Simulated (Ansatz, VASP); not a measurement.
## InSb2As3 in VASP and in Ansatz

```
In Sb As
1.0
     6.95162    0.00000    0.00000
    -3.47581    6.02028    0.00000
     0.00000    0.00000    4.04299
In Sb As
1 2 3
Cartesian
  0.0000 0.0000 2.0215
  0.0000 4.0135 0.0000
  3.4758 2.0068 0.0000
  3.4758 0.0000 2.0215
  -1.7379 3.0101 2.0215
  1.7379 3.0101 2.0215
```

Alike in both runs: functional PBE; k mesh 3 × 3 × 4; occupations gaussian, width 0.1 eV; no spin polarisation.

Ansatz relaxed the structure, and its values are those at the end. VASP's run is a single point on that final structure, the one shown.

|  | VASP | Ansatz |
| --- | --- | --- |
| version | VASP 6.6.1 | Ansatz 0.2.0 |
| potentials or method | VASP PAW PBE potentials, release 64 (In_d, Sb, As) | scalar-relativistic, plane waves, PAW |
| plane-wave cutoff (eV) | 520 | 420 |
| valence electrons in the cell | 38 | 88 |

Ansatz gave:

```
gap on the k mesh at the Fermi level (eV) : none
pressure (GPa)                            : 0.1
```

Which values does VASP return?

gap on the k mesh at the Fermi level (eV): none; pressure (GPa): 0.2.

A gap of «none» marks a metal or a gap that the smearing closes. The two sets of potentials don't hold the same shells in valence.

Caveats: the k mesh is coarse (spacing up to 0.39 Å⁻¹), so the values aren't converged. Spin-orbit coupling is left out, which matters for the levels of Sb.
